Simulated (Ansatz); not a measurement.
# SrCl₂ (Fm-3m), a sublattice moved along a line

Computed with Ansatz 0.2.0, DFT r2SCAN, scalar-relativistic, plane waves, PAW. The runs took a 500 eV cutoff, a Γ-centred 6×6×6 mesh and Gaussian smearing (0.05 eV). No spin polarisation. Energies are free energies at this smearing, counted from the undisturbed cell; pressure is positive in compression.

Zero of the scan (as given, not relaxed at this level; it stands at 0.4 GPa, and it needn't be the usual structure):

```xyz
3
Lattice="0.0000 3.4855 3.4855 3.4855 0.0000 3.4855 3.4855 3.4855 0.0000" Properties=species:S:1:pos:R:3 pbc="T T T"
Sr    0.0000    0.0000    0.0000
Cl    1.7428    1.7428    1.7428
Cl    5.2283    5.2283    5.2283
```

Every Cl atom is moved by x along the Cartesian unit vector (0.707, -0.707, 0.000); the cell and all other atoms stay fixed.

```
  x (Å)  ΔE (meV/cell)
-0.1000           14.9
-0.0500            3.7
 0.0000            0.0
 0.0250            0.9
 0.0625            5.8
 0.0750            8.4
 0.0875           11.4
```

Question: Predict the gap on the mesh (eV) at each point.

Answer:
```csv
x (Å),gap on the mesh (eV)
-0.1000,5.96
-0.0500,5.97
0.0000,5.98
0.0250,5.98
0.0625,5.97
0.0750,5.97
0.0875,5.97
```